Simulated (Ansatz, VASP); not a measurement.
## MgO in VASP and in Ansatz

```
CELL_PARAMETERS angstrom
3.08075 0.00000 0.00000
-1.54038 2.66801 0.00000
0.00000 0.00000 10.49119
ATOMIC_POSITIONS crystal
Mg 0.33333 0.66667 0.96949
Mg 0.00000 0.00000 0.22082
Mg 0.00000 0.00000 0.72082
Mg 0.66667 0.33333 0.46949
O 0.33333 0.66667 0.78004
O 0.00000 0.00000 0.52964
O 0.00000 0.00000 0.02964
O 0.66667 0.33333 0.28004
```

Alike in both runs: task single point; functional PBE; k mesh 9 × 9 × 4; occupations gaussian, width 0.05 eV; no spin polarisation.

|  | VASP | Ansatz |
| --- | --- | --- |
| version | VASP 6.6.1 | Ansatz 0.2.0 |
| potentials or method | VASP PAW PBE potentials, release 64 (Mg, O) | scalar-relativistic, plane waves, PAW |
| plane-wave cutoff (eV) | 520 | 520 |
| valence electrons in the cell | 32 | 64 |

|  | VASP | Ansatz | Ansatz less VASP |
| --- | --- | --- | --- |
| gap on the k mesh at the Fermi level (eV) | 4.20 | 4.22 | +0.014 |
| least direct gap on the mesh (eV) | 4.20 | 4.22 | +0.014 |
| pressure (GPa) | 19.7 | 19.9 | +0.23 |
| largest component of the traceless stress (GPa) | 12.96 | 12.75 | -0.211 |
| rms of the force components (eV/Å) | 0.431 | 0.423 | -0.0081 |

Atom by atom the forces differ by 0.008 eV/Å (rms over components). The two sets of potentials don't hold the same shells in valence.

Caveats: so large a pressure means that the cell lies far from this level's equilibrium, or that cutoff or potentials fall short (VASP); an odd mesh through Γ misses points on the zone boundary, where band edges often lie.
